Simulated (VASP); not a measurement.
A run of VASP 6.6.1 is set up as follows.

INCAR

```
ALGO = Normal
EDIFF = 1E-6
EDIFFG = -0.01
ENCUT = 600
IBRION = 2
ISIF = 3
ISMEAR = 1
LASPH = True
LCHARG = False
LREAL = False
LWAVE = False
NELM = 80
NSW = 90
PREC = Accurate
PSTRESS = 479.0
SIGMA = 0.1
```

Contents of KPOINTS:

```
k-points
0
Gamma
  18 18 10
```

File POSCAR:

```
Be
1.0
    2.2853000000      0.0000000000      0.0000000000
   -1.1426500000      1.9791278553      0.0000000000
    0.0000000000      0.0000000000      3.5842000000
Be
2
Direct
    0.3333333333      0.6666666667      0.2500000000
    0.6666666667      0.3333333333      0.7500000000
```

Potentials or basis: VASP PAW LDA potentials, release 64 (Be).

Launch:

```console
$ cat potpaw_LDA.64/Be/POTCAR > POTCAR
$ mpirun -np 1 vasp_std > vasp.out
```

What does it give for the band gap on the k mesh?

None (metal or under the smearing width).

What does it give for the relaxed cell?

a = 2.047 Å, b = 2.047 Å, c = 3.268 Å, α = 90.00°, β = 90.00°, γ = 120.00°.

What does it give for the space group after relaxing (to 0.05 Å)?

P6_3/mmc (No. 194).

What does it give for the relaxed volume?

5.93 Å³/atom.

The path:
| step | energy change (eV) | largest force (eV/Å) | pressure (GPa) | volume (Å³) |
| --- | --- | --- | --- | --- |
| 1 | 0.0000 | 0.0000 | -7.93 | 16.21 |
| 2 | 0.9807 | 0.0000 | 90.26 | 10.45 |
| 3 | 0.3835 | 0.0000 | 48.04 | 11.87 |
| 4 | 0.3605 | 0.0000 | 46.24 | 11.94 |
| 5 | 0.3611 | 0.0000 | 46.27 | 11.93 |
| 6 | 0.3607 | 0.0000 | 46.27 | 11.93 |
| 7 | 0.3895 | 0.0000 | 48.51 | 11.84 |
| 8 | 0.3816 | 0.0000 | 47.90 | 11.86 |

Caveat: the cell is relaxed towards a set pressure, so the enthalpy falls and the energy may rise; the volume moved by over 15 % at a fixed basis, so the end points are rough. Zero-point motion and thermal expansion aren't in these numbers.
